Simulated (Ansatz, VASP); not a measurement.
# Two plane-wave programs on C

```xyz
2
Lattice="0.0000 1.7834 1.7834 1.7834 0.0000 1.7834 1.7834 1.7834 0.0000" Properties=species:S:1:pos:R:3 pbc="T T T"
C     2.6751    2.6751    2.6751
C     1.7834    1.7834    1.7834
```

This isn't the form of C at room conditions, which is graphite.

Alike in both runs: task single point; functional PBE; k mesh 13 × 13 × 13; occupations gaussian, width 0.011 eV; no spin polarisation.

|  | VASP | Ansatz |
| --- | --- | --- |
| version | VASP 6.6.1 | Ansatz 0.2.0 |
| potentials or method | VASP PAW PBE potentials, release 64 (C) | Ansatz PAW |
| plane-wave cutoff (eV) | 520 | 420 |
| valence electrons in the cell | 8 | 8 |

|  | VASP | Ansatz | Ansatz less VASP |
| --- | --- | --- | --- |
| gap on the k mesh at the Fermi level (eV) | 4.14 | 4.15 | +0.008 |
| least direct gap on the mesh (eV) | 5.59 | 5.59 | +0.004 |
| pressure (GPa) | 2.5 | 1.8 | -0.68 |

Caveats: an odd mesh through Γ misses points on the zone boundary, where band edges often lie (VASP); odd divisions of the mesh miss points on the zone boundary, where band edges often lie, so the gap on the mesh can be too wide (Ansatz); the pressure holds a Pulay correction of +1.0 GPa for the finite cutoff (Ansatz). Expect the measured gap to be larger: semilocal functionals such as PBE lack the derivative discontinuity.
